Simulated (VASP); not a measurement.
Here is a VASP 6.6.1 calculation.

INCAR

```
  PREC = Accurate
  ENCUT = 520
  EDIFF = 1E-7
  ISMEAR = 0
  SIGMA = 0.01
  LREAL = False
  LASPH = True
  NELM = 100
  ALGO = Fast
  ISIF = 2
  LWAVE = False
  LCHARG = False
  GGA = PE
  NBANDS = 16
```

The input KPOINTS:

```
regular mesh
0
Gamma
  12 12 12
```

POSCAR

```
CdS
1.0
    0.0000000000      2.7474986728      2.7474986728
    2.7474986728      0.0000000000      2.7474986728
    2.7474986728      2.7474986728      0.0000000000
Cd S
1 1
Direct
    0.0000000000      0.0000000000      0.0000000000
    0.5000000000      0.5000000000      0.5000000000
```

Potentials or basis: VASP PAW PBE potentials, release 64 (Cd, S).

Command:

```sh
$ cat potpaw_PBE.64/Cd/POTCAR potpaw_PBE.64/S/POTCAR > POTCAR
$ mpirun -np 1 vasp_std > vasp.out
```

Predict the band gap on the k mesh.

0.25 eV, indirect (least direct gap 1.57 eV).

Estimate the pressure.

0.4 GPa.

A k mesh can miss the band edges.
